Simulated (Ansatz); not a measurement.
AlN:

```
Al N
1.0
     0.00000    2.18399    2.18399
     2.18399    0.00000    2.18399
     2.18399    2.18399    0.00000
Al N
1 1
Direct
  0.00000 0.00000 0.00000
  0.25000 0.25000 0.25000
```

Measurements of this composition are mostly on another form, of space group No. 186.

Base run:

| Item | Value |
| --- | --- |
| Program | Ansatz 0.2.0 |
| Functional | revPBE |
| Potentials or basis | all-electron LAPW, scalar-relativistic |
| Cutoff | 377 eV |
| Density cutoff | 1510 eV |
| Basis error allowed | 0.001 eV/atom |
| k mesh | 10 × 10 × 10 |
| Occupations | fermi-dirac, width 0.05 eV |
| Spin | no spin polarisation |

Its results: band gap on the k mesh 3.35 eV, indirect (least direct gap 4.21 eV); pressure 7.5 GPa.

Question: After a change of settings the same cell gave: band gap on the k mesh 3.19 eV, indirect (least direct gap 4.13 eV); pressure 1.2 GPa. Which change was it?
A. functional from revPBE to BLYP; occupations from fermi-dirac, width 0.05 eV to tetrahedron
B. functional from revPBE to LDA
C. functional from revPBE to RPBE
D. functional from revPBE to PBEsol

Answer: D.

PBEsol binds more tightly than revPBE, so the same cell stands under less pressure.

Not every run made on this cell is shown here.
